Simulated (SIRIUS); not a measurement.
## Sb under changes of volume

One of the cells (30.206 Å³/atom); the others are scaled copies at fixed shape and fractional positions:

```
Sb
1.0
     2.15420    1.24373    3.75800
    -2.15420    1.24373    3.75800
     0.00000   -2.48746    3.75800
Sb
2
Direct
  0.76651 0.76651 0.76651
  0.23349 0.23349 0.23349
```

| Quantity | Value |
| --- | --- |
| Program | SIRIUS 7.12.0 |
| Functional | PBEsol |
| Potentials or basis | PseudoDojo 0.4.1 PBEsol standard (scalar relativistic) |
| Cutoff | 1102 eV |
| Density cutoff | 4408 eV |
| k mesh | 8 × 8 × 8 |
| Occupations | fermi-dirac, width 0.05 eV |
| Spin | no spin polarisation |

| volume (Å³/atom) | energy over the lowest point (meV/atom) | pressure (GPa) | largest force (eV/Å) |
| --- | --- | --- | --- |
| 28.393 | ? | ? | ? |
| 28.998 | 9.99 | 2.6 | 0.350 |
| 29.602 | 2.56 | 1.2 | 0.233 |
| 30.206 | 0.00 | 0.0 | 0.123 |
| 30.810 | 1.79 | -1.1 | 0.021 |
| 31.414 | 7.47 | -2.1 | 0.073 |
| 32.018 | 16.64 | -2.9 | 0.160 |

**Question.** What does the run at 28.393 Å³/atom give?

**Answer.** Energy over the lowest point 22.87 meV/atom; pressure 4.1 GPa; largest force 0.475 eV/Å.

Worked out: A Birch-Murnaghan fit of order 3 (a polynomial in V^(-2/3)) to the other rows has its minimum at 30.25 Å³/atom with B0 = V·E''(V) = 57 GPa and B' = 4.6 at fixed shape and positions, which overstates the stiffness. It gives 22.89 meV/atom at 28.393 Å³/atom, against the run's 22.87, and -dE/dV = 4.2 GPa, against 4.1.

Energies are extrapolated to zero smearing.
